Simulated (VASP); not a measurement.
# BN (Qingsongite): zone-centre modes, functional by functional, part 2 of 3

How much do the zone-centre frequencies of BN (Qingsongite) depend on the functional? The starting structure is a measured crystal structure from the Crystallography Open Database.

VASP 6.6.1.

Results so far: LDA T2 1067.2 cm⁻¹.

### Step 3. Modes with LDA at the measured cell

Level of this step: LDA; plane waves and PAW (N, B) (VASP).

A relaxation of the atoms in the fixed cell, not shown, had nothing to move.

INCAR

```
SYSTEM = BN
PREC = Accurate
ENCUT = 520
EDIFF = 1E-08
NELM = 100
ISMEAR = 0
SIGMA = 0.03
LREAL = .FALSE.
ALGO = Normal
GGA = CA
NBANDS = 10
LORBIT = 11
LWAVE = .FALSE.
LCHARG = .FALSE.
KPAR = 8
IBRION = 8
LEPSILON = .TRUE.
LPEAD = .TRUE.
ISIF = 2
```

POSCAR

```
BN
1.0
    0.0000000000      1.8075000000      1.8075000000
    1.8075000000      0.0000000000      1.8075000000
    1.8075000000      1.8075000000      0.0000000000
N B
1 1
Direct
    0.7500000000      0.7500000000      0.7500000000
    0.0000000000      0.0000000000      0.0000000000
```

KPOINTS

```
Automatic mesh
0
Gamma
14 14 14
0 0 0
```

Potentials, in the order of the species: N and B (LDA family, release 64).

Command:

```console
mpirun -np 8 vasp_std
```

What it wrote:

```text
[banner, memory and clock lines left out]
running    8 mpi-ranks, on    1 nodes
[...]
[... a notice as in an earlier step ...]

 LDA part: xc-table for (Slater(with rela. corr.)+CA(PZ))
 , standard interpolation
 POSCAR, INCAR and KPOINTS ok, starting setup
[...]
entering main loop
       N       E                     dE             d eps       ncg     rms          rms(c)
DAV:   1     0.712332160710E+01    0.71233E+01   -0.49792E+03  2160   0.785E+02
DAV:   2    -0.201141006708E+02   -0.27237E+02   -0.26318E+02  2530   0.155E+02
DAV:   3    -0.205344303079E+02   -0.42033E+00   -0.41958E+00  2418   0.166E+01
DAV:   4    -0.205349324926E+02   -0.50218E-03   -0.50217E-03  2260   0.685E-01
[...]
DAV:  11    -0.194045531413E+02   -0.49503E-06   -0.18268E-06  2322   0.963E-03    0.625E-03
DAV:  12    -0.194045530697E+02    0.71549E-07   -0.52493E-07  2286   0.446E-03    0.215E-04
DAV:  13    -0.194045530707E+02   -0.10281E-08   -0.84070E-09  1322   0.916E-04
   1 F= -.19404553E+02 E0= -.19404553E+02  d E =-.570671E-23
[...]
RMM:  11    -0.226592497877E+00   -0.17144E-08   -0.11363E-07  9929   0.110E-05    0.203E-08
 first order change of Fermi-energy   0.15018E-03
 force on displaced ion       1 direction 1 : -23.951  -0.000  -0.000
 Born effective charge ion    1 direction 1 :  -1.887   0.000   0.000
 Linear response progress:
  Degree of freedom:   2/  2
       N       E                     dE             d eps       ncg     rms          rms(c)
RMM:   1    -0.411503337307E-01   -0.41150E-01   -0.23508E-02 21787   0.133E+00
RMM:   2    -0.357789146985E-01    0.53714E-02    0.39845E-04 13160   0.238E-01    0.142E-01
RMM:   3    -0.358325872078E-01   -0.53673E-04    0.11742E-04 13686   0.739E-02    0.798E-02
RMM:   4    -0.361064874228E-01   -0.27390E-03    0.13194E-05 13705   0.844E-02    0.743E-03
[...]
RMM:   9    -0.361050824347E-01    0.48937E-07    0.16134E-07 14608   0.124E-05    0.883E-07
RMM:  10    -0.361050798152E-01    0.26195E-08    0.18362E-07  9661   0.550E-06    0.330E-07
RMM:  11    -0.361050812604E-01   -0.14452E-08    0.16632E-07  7982   0.551E-06    0.109E-08
 first order change of Fermi-energy  -0.51169E-05
 force on displaced ion       2 direction 1 : -23.951   0.000   0.000
 Born effective charge ion    2 direction 1 :   1.886   0.000   0.000
 Born effective charges drift removed
 Linear response finished
```

Run time: 49 s. Hardware: 8 MPI ranks of AMD EPYC 7R43, shared host; peak memory 2.1 GiB; 6.4 min of CPU time.

Parts of OUTCAR (step 3):

```text
  Total       -0.7440383     -0.7440383     -0.7440383     -0.0000000      0.0000000     -0.0000000
  in kB     -100.9348021   -100.9348021   -100.9348021     -0.0000000      0.0000000     -0.0000000
  external PRESSURE =    -100.9348021 kB  Pullay stress =       0.0000000 kB

 POSITION                                       TOTAL-FORCE (eV/Angst)
 -----------------------------------------------------------------------------------
      2.71125      2.71125      2.71125        -0.000000     -0.000000     -0.000000
      0.00000      0.00000      0.00000         0.000000      0.000000      0.000000
 -----------------------------------------------------------------------------------
    total drift:                                0.000000      0.000000      0.000000

 MACROSCOPIC STATIC DIELECTRIC TENSOR (including local field effects in DFT)
 ------------------------------------------------------
           4.590699     0.000000     0.000000
           0.000000     4.590699    -0.000000
           0.000000    -0.000000     4.590699
 ------------------------------------------------------

 MACROSCOPIC STATIC DIELECTRIC TENSOR IONIC CONTRIBUTION
 ------------------------------------------------------
           2.276981     0.000000    -0.000000
           0.000000     2.276981     0.000000
          -0.000000     0.000000     2.276981
 ------------------------------------------------------

[... 1 part as in an earlier step ...]

[... 1 further part left out ...]
```

With LDA at the measured cell the mode is T2 1033.3 cm⁻¹, -33.9 cm⁻¹ from LDA.

### Step 4. Modes with PBEsol

PBEsol restores the gradient expansion of exchange and is tuned for the cells of solids. The cell comes from a relaxation at this level, not shown (11.74 Å³).

INCAR, as its differences from that of step 3:

```diff
@@ -9,3 +9,3 @@
 ALGO = Normal
-GGA = CA
+GGA = PS
 NBANDS = 10
```

POSCAR

```
BN
1.0
    0.0000000000      1.8037906648      1.8037906648
    1.8037906648      0.0000000000      1.8037906648
    1.8037906648      1.8037906648      0.0000000000
N B
1 1
Direct
    0.7500000000      0.7500000000      0.7500000000
    0.0000000000      0.0000000000      0.0000000000
```

KPOINTS is that of step 3.

The projector-augmented-wave data sets are N and B (PBE family, release 64).

Command:

```console
mpirun -np 8 vasp_std
```

What it wrote:

```text
[banner, memory and clock lines left out]
running    8 mpi-ranks, on    1 nodes
[...]
[... a notice as in an earlier step ...]

|                                                                             |
|               ----> ADVICE to this user running VASP <----                  |
|                                                                             |
|     You enforced a specific xc type in the INCAR file but a different       |
|     [... a line on the potential file left out ...]
|     I HOPE YOU KNOW WHAT YOU ARE DOING!                                     |
|                                                                             |

 LDA part: xc-table for (Slater+PW92), standard interpolation
 POSCAR, INCAR and KPOINTS ok, starting setup
[...]
entering main loop
       N       E                     dE             d eps       ncg     rms          rms(c)
DAV:   1     0.858090050548E+01    0.85809E+01   -0.50702E+03  2146   0.797E+02
DAV:   2    -0.188211752443E+02   -0.27402E+02   -0.26643E+02  2502   0.171E+02
[...]
RMM:  11    -0.229529264990E+00   -0.57289E-08    0.14865E-07 10966   0.101E-05    0.625E-08
 first order change of Fermi-energy   0.15560E-03
 force on displaced ion       1 direction 1 : -24.764   0.000   0.000
 Born effective charge ion    1 direction 1 :  -1.892   0.000   0.000
 Linear response progress:
  Degree of freedom:   2/  2
       N       E                     dE             d eps       ncg     rms          rms(c)
RMM:   1    -0.407163390445E-01   -0.40716E-01   -0.22843E-02 21499   0.138E+00
RMM:   2    -0.356563686614E-01    0.50600E-02   -0.99887E-05 13174   0.293E-01    0.138E-01
RMM:   3    -0.356893350663E-01   -0.32966E-04    0.70994E-05 13762   0.716E-02    0.781E-02
RMM:   4    -0.359461422109E-01   -0.25681E-03    0.56338E-06 13741   0.817E-02    0.758E-03
[...]
RMM:   9    -0.359393368688E-01    0.63251E-07   -0.53617E-06 14798   0.167E-05    0.146E-06
RMM:  10    -0.359393048454E-01    0.32023E-07   -0.50203E-06 11760   0.857E-06    0.365E-07
RMM:  11    -0.359392988655E-01    0.59799E-08   -0.49826E-06  7965   0.800E-06    0.386E-08
 first order change of Fermi-energy  -0.41822E-05
 force on displaced ion       2 direction 1 : -24.767   0.000   0.000
 Born effective charge ion    2 direction 1 :   1.892   0.000   0.000
 Born effective charges drift removed
 Linear response finished
```

The job ended after 62 s (8 MPI ranks; peak memory 2 GiB; 6.9 min of CPU time).

Parts of OUTCAR (step 4):

```text
  Total        0.0006358      0.0006358      0.0006358      0.0000000      0.0000000      0.0000000
  in kB        0.0867850      0.0867850      0.0867850      0.0000000      0.0000000      0.0000000
  external PRESSURE =       0.0867850 kB  Pullay stress =       0.0000000 kB

 POSITION                                       TOTAL-FORCE (eV/Angst)
 -----------------------------------------------------------------------------------
      2.70569      2.70569      2.70569        -0.000000     -0.000000     -0.000000
      0.00000      0.00000      0.00000         0.000000      0.000000      0.000000
 -----------------------------------------------------------------------------------
    total drift:                               -0.000000     -0.000000     -0.000000

 MACROSCOPIC STATIC DIELECTRIC TENSOR (including local field effects in DFT)
 ------------------------------------------------------
           4.615937     0.000000    -0.000000
          -0.000000     4.615937    -0.000000
          -0.000000     0.000000     4.615937
 ------------------------------------------------------

 MACROSCOPIC STATIC DIELECTRIC TENSOR IONIC CONTRIBUTION
 ------------------------------------------------------
           2.228573     0.000000     0.000000
           0.000000     2.228573     0.000000
           0.000000     0.000000     2.228573
 ------------------------------------------------------

[... 1 part as in an earlier step ...]

[... 1 further part left out ...]
```

With PBEsol the mode is T2 1050.7 cm⁻¹, -16.5 cm⁻¹ from LDA.

### Step 5. Modes with PBE

PBE, the usual starting point, adds the gradient of the density. The cell comes from a relaxation at this level, not shown (11.91 Å³).

INCAR, as its differences from that of step 4:

```diff
@@ -9,3 +9,3 @@
 ALGO = Normal
-GGA = PS
+GGA = PE
 NBANDS = 10
```

POSCAR

```
BN
1.0
    0.0000000000      1.8127200291      1.8127200291
    1.8127200291      0.0000000000      1.8127200291
    1.8127200291      1.8127200291      0.0000000000
N B
1 1
Direct
    0.7500000000      0.7500000000      0.7500000000
    0.0000000000      0.0000000000      0.0000000000
```

KPOINTS is that of step 4.

Command:

```console
mpirun -np 8 vasp_std
```

What it wrote:

```text
[banner, memory and clock lines left out]
running    8 mpi-ranks, on    1 nodes
[...]
[... a notice as in an earlier step ...]

 LDA part: xc-table for (Slater+PW92), standard interpolation
 POSCAR, INCAR and KPOINTS ok, starting setup
[...]
entering main loop
       N       E                     dE             d eps       ncg     rms          rms(c)
DAV:   1     0.100642700820E+02    0.10064E+02   -0.50284E+03  2136   0.793E+02
DAV:   2    -0.179126234406E+02   -0.27977E+02   -0.27054E+02  2528   0.171E+02
DAV:   3    -0.184021390984E+02   -0.48952E+00   -0.48872E+00  2444   0.201E+01
DAV:   4    -0.184028125777E+02   -0.67348E-03   -0.67346E-03  2248   0.794E-01
[...]
DAV:  11    -0.174510233832E+02   -0.52586E-05   -0.10543E-05  2410   0.275E-02    0.105E-02
DAV:  12    -0.174510233442E+02    0.38990E-07   -0.19938E-06  2328   0.101E-02    0.635E-04
DAV:  13    -0.174510233425E+02    0.16805E-08   -0.27915E-08  2290   0.173E-03
   1 F= -.17451023E+02 E0= -.17451023E+02  d E =-.592275E-40
[...]
RMM:  10    -0.230727210110E+00   -0.97446E-08   -0.55626E-08 13537   0.746E-06    0.113E-06
 first order change of Fermi-energy   0.16135E-03
 force on displaced ion       1 direction 1 : -23.829  -0.000  -0.000
 Born effective charge ion    1 direction 1 :  -1.907   0.000   0.000
 Linear response progress:
  Degree of freedom:   2/  2
       N       E                     dE             d eps       ncg     rms          rms(c)
RMM:   1    -0.404856213417E-01   -0.40486E-01   -0.21472E-02 21500   0.138E+00
RMM:   2    -0.355535280412E-01    0.49321E-02   -0.19161E-04 13148   0.295E-01    0.135E-01
RMM:   3    -0.356046700247E-01   -0.51142E-04    0.52637E-05 13770   0.701E-02    0.767E-02
RMM:   4    -0.358755685776E-01   -0.27090E-03   -0.11354E-05 13805   0.829E-02    0.764E-03
[...]
RMM:   9    -0.358571315210E-01    0.42846E-07    0.37151E-07 14895   0.145E-05    0.258E-06
RMM:  10    -0.358571296138E-01    0.19071E-08    0.38581E-07 12874   0.558E-06    0.472E-07
RMM:  11    -0.358571314682E-01   -0.18544E-08    0.36221E-07  9577   0.327E-06    0.841E-08
 first order change of Fermi-energy  -0.37364E-05
 force on displaced ion       2 direction 1 : -23.831   0.000   0.000
 Born effective charge ion    2 direction 1 :   1.906   0.000   0.000
 Born effective charges drift removed
 Linear response finished
```

Run time: 71 s. Hardware: 8 MPI ranks; peak memory 2 GiB.

OUTCAR, selected parts (step 5):

```text
  Total        0.0003944      0.0003944      0.0003944      0.0000000      0.0000000      0.0000000
  in kB        0.0530384      0.0530384      0.0530384      0.0000000      0.0000000      0.0000000
  external PRESSURE =       0.0530384 kB  Pullay stress =       0.0000000 kB

 POSITION                                       TOTAL-FORCE (eV/Angst)
 -----------------------------------------------------------------------------------
      2.71908      2.71908      2.71908         0.000000      0.000000      0.000000
      0.00000      0.00000      0.00000        -0.000000     -0.000000     -0.000000
 -----------------------------------------------------------------------------------
    total drift:                               -0.000000     -0.000000     -0.000000

 MACROSCOPIC STATIC DIELECTRIC TENSOR (including local field effects in DFT)
 ------------------------------------------------------
           4.601502     0.000000    -0.000000
           0.000000     4.601502    -0.000000
           0.000000     0.000000     4.601502
 ------------------------------------------------------

 MACROSCOPIC STATIC DIELECTRIC TENSOR IONIC CONTRIBUTION
 ------------------------------------------------------
           2.317264    -0.000000     0.000000
          -0.000000     2.317264    -0.000000
           0.000000    -0.000000     2.317264
 ------------------------------------------------------

[... 1 part as in an earlier step ...]

[... 1 further part left out ...]
```

With PBE the mode is T2 1030.7 cm⁻¹, -36.5 cm⁻¹ from LDA.

### Step 6. Modes with PBEsol + D3(BJ)

D3 with Becke-Johnson damping keeps a finite attraction at short range. The cell comes from a relaxation at this level, not shown (11.62 Å³).

INCAR

```
SYSTEM = BN
PREC = Accurate
ENCUT = 520
EDIFF = 1E-08
NELM = 100
ISMEAR = 0
SIGMA = 0.03
LREAL = .FALSE.
ALGO = Normal
GGA = PS
IVDW = 12
NBANDS = 10
LORBIT = 11
LWAVE = .FALSE.
LCHARG = .FALSE.
KPAR = 8
IBRION = 6
NFREE = 2
POTIM = 0.015
NSW = 1
ISIF = 2
```

POSCAR

```
BN
1.0
    0.0000000000      1.7975614562      1.7975614562
    1.7975614562      0.0000000000      1.7975614562
    1.7975614562      1.7975614562      0.0000000000
N B
1 1
Direct
    0.7500000000      0.7500000000      0.7500000000
    0.0000000000      0.0000000000      0.0000000000
```

KPOINTS is that of step 5.

Command:

```console
mpirun -np 8 vasp_std
```

What it wrote:

```text
[banner, memory and clock lines left out]
running    8 mpi-ranks, on    1 nodes
[...]
[... a notice as in an earlier step ...]

 [... a notice as in an earlier step ...]

 LDA part: xc-table for (Slater+PW92), standard interpolation
 POSCAR, INCAR and KPOINTS ok, starting setup
[...]
entering main loop
       N       E                     dE             d eps       ncg     rms          rms(c)
DAV:   1     0.862582656342E+01    0.86258E+01   -0.51317E+03  2176   0.795E+02
DAV:   2    -0.188604815003E+02   -0.27486E+02   -0.26699E+02  2456   0.169E+02
DAV:   3    -0.193160089905E+02   -0.45553E+00   -0.45496E+00  2422   0.196E+01
DAV:   4    -0.193166006825E+02   -0.59169E-03   -0.59167E-03  2286   0.749E-01
[...]
DAV:  11    -0.183451672179E+02   -0.17440E-05   -0.48073E-06  2354   0.171E-02    0.819E-03
DAV:  12    -0.183451672002E+02    0.17732E-07   -0.12278E-06  2340   0.782E-03    0.332E-04
DAV:  13    -0.183451671972E+02    0.30030E-08   -0.13970E-08  1810   0.128E-03
   1 F= -.18637901E+02 E0= -.18637901E+02  d E =-.274052E-24
[... from here on, the cycles between the ionic steps are left out ...]
   2 F= -.18635044E+02 E0= -.18635044E+02  d E =-.175214E-31
   3 F= -.18635044E+02 E0= -.18635044E+02  d E =-.175699E-31
   4 F= -.18635044E+02 E0= -.18635044E+02  d E =-.174787E-31
   5 F= -.18635044E+02 E0= -.18635044E+02  d E =-.176119E-31
 Finite differences progress:
  Degree of freedom:   2/  2
  Displacement:        2/  2
  Total:               4/  4
```

Elapsed: 20 s, on 8 MPI ranks; peak memory 1.4 GiB.

Parts of OUTCAR (step 6):

```text
 Edisp (eV)   -0.29273

 Edisp (eV)   -0.29273

  Total       0.00293     0.00590     0.00590     0.00000     0.04823     0.00000
  in kB       0.40444     0.81374     0.81374     0.00000     6.65239     0.00000
  external pressure =        0.68 kB  Pullay stress =        0.00 kB

 POSITION                                       TOTAL-FORCE (eV/Angst)
 -----------------------------------------------------------------------------------
      2.69634      2.69634      2.69634        -0.380836      0.000000      0.000000
     -0.01500      0.00000      0.00000         0.380836      0.000000      0.000000
 -----------------------------------------------------------------------------------
    total drift:                                0.000024     -0.000001     -0.000001

  FREE ENERGIE OF THE ION-ELECTRON SYSTEM (eV)
  ---------------------------------------------------
  free  energy   TOTEN  =       -18.6350438622 eV

  energy  without entropy=      -18.6350438622  energy(sigma->0) =      -18.63504386

[... 1 part as in an earlier step ...]

[... 2 further parts left out ...]
[key lines of the parts left out:]
E-fermi :   7.9365
```

The last energy, forces and stress in OUTCAR belong to the last displaced cell, not to that of POSCAR.

With PBEsol + D3(BJ) the mode is T2 1063.8 cm⁻¹, -3.4 cm⁻¹ from LDA.

### Step 7. Modes with r2SCAN

r2SCAN adds the kinetic-energy density, costs more than a GGA and is run with LASPH. The cell comes from a relaxation at this level, not shown (11.79 Å³).

INCAR, as its differences from that of step 6:

```diff
@@ -9,4 +9,4 @@
 ALGO = Normal
-GGA = PS
-IVDW = 12
+METAGGA = R2SCAN
+LASPH = .TRUE.
 NBANDS = 10
```

POSCAR

```
BN
1.0
    0.0000000000      1.8065501678      1.8065501678
    1.8065501678      0.0000000000      1.8065501678
    1.8065501678      1.8065501678      0.0000000000
N B
1 1
Direct
    0.7500000000      0.7500000000      0.7500000000
    0.0000000000      0.0000000000      0.0000000000
```

KPOINTS is that of step 6.

Command:

```console
mpirun -np 8 vasp_std
```

What it wrote:

```text
[banner, memory and clock lines left out]
running    8 mpi-ranks, on    1 nodes
[...]
[... a notice as in an earlier step ...]

 [... a notice as in an earlier step ...]

 LDA part: xc-table for (None), standard interpolation
 POSCAR, INCAR and KPOINTS ok, starting setup
[...]
entering main loop
       N       E                     dE             d eps       ncg     rms          rms(c)
DAV:   1     0.634419791841E+01    0.63442E+01   -0.52596E+03  2136   0.822E+02
DAV:   2    -0.218851807196E+02   -0.28229E+02   -0.27336E+02  2482   0.175E+02
DAV:   3    -0.224167191533E+02   -0.53154E+00   -0.53067E+00  2466   0.211E+01
DAV:   4    -0.224174952794E+02   -0.77613E-03   -0.77610E-03  2264   0.852E-01
[...]
DAV:  13    -0.191717746624E+02   -0.10205E-06   -0.26558E-07  2342   0.352E-03    0.893E-04
DAV:  14    -0.191717746883E+02   -0.25907E-07   -0.12922E-08  1288   0.107E-03    0.290E-04
DAV:  15    -0.191717746871E+02    0.11669E-08   -0.12025E-09  1144   0.302E-04
   1 F= -.19171775E+02 E0= -.19171775E+02  d E =-.104610E-25
[... from here on, the cycles between the ionic steps are left out ...]
   2 F= -.19169040E+02 E0= -.19169040E+02  d E =-.646647E-35
   3 F= -.19169040E+02 E0= -.19169040E+02  d E =-.643653E-35
   4 F= -.19169039E+02 E0= -.19169039E+02  d E =-.646757E-35
   5 F= -.19169039E+02 E0= -.19169039E+02  d E =-.647075E-35
 Finite differences progress:
  Degree of freedom:   2/  2
  Displacement:        2/  2
  Total:               4/  4
```

Wall time 1.7 min (8 MPI ranks); peak memory 1.3 GiB.

OUTCAR, selected parts (step 7):

```text
  Total        0.0042737      0.0063504      0.0063504      0.0000000      0.0136900      0.0000000
  in kB        0.5806795      0.8628474      0.8628474      0.0000000      1.8600936      0.0000000
  external PRESSURE =       0.7687914 kB  Pullay stress =       0.0000000 kB

 POSITION                                       TOTAL-FORCE (eV/Angst)
 -----------------------------------------------------------------------------------
      2.70983      2.70983      2.70983        -0.364630      0.000000      0.000000
     -0.01500      0.00000      0.00000         0.364630      0.000000      0.000000
 -----------------------------------------------------------------------------------
    total drift:                                0.000055     -0.000001     -0.000001

  FREE ENERGIE OF THE ION-ELECTRON SYSTEM (eV)
  ---------------------------------------------------
  free  energy   TOTEN  =       -19.1690393905 eV

  energy  without entropy=      -19.1690393905  energy(sigma->0) =      -19.16903939

[... 1 part as in an earlier step ...]

[... 2 further parts left out ...]
[key lines of the parts left out:]
E-fermi :   7.6482
```

With r2SCAN the mode is T2 1040.9 cm⁻¹, -26.3 cm⁻¹ from LDA.

(Continued in part 3 of 3.)

[Lines on the potential files, build, host, timing and source positions are cut from VASP's logs without a mark.]

[Logs are printed without paths, hosts, clocks, repeated set-up lines and the standing remarks that a program may print on its own settings, such as how far it seeks lower states.]

[Hosts, paths, dates, database ids (printed as entryN), source tags and the programs' standing remarks are cut or masked in the printed files.]
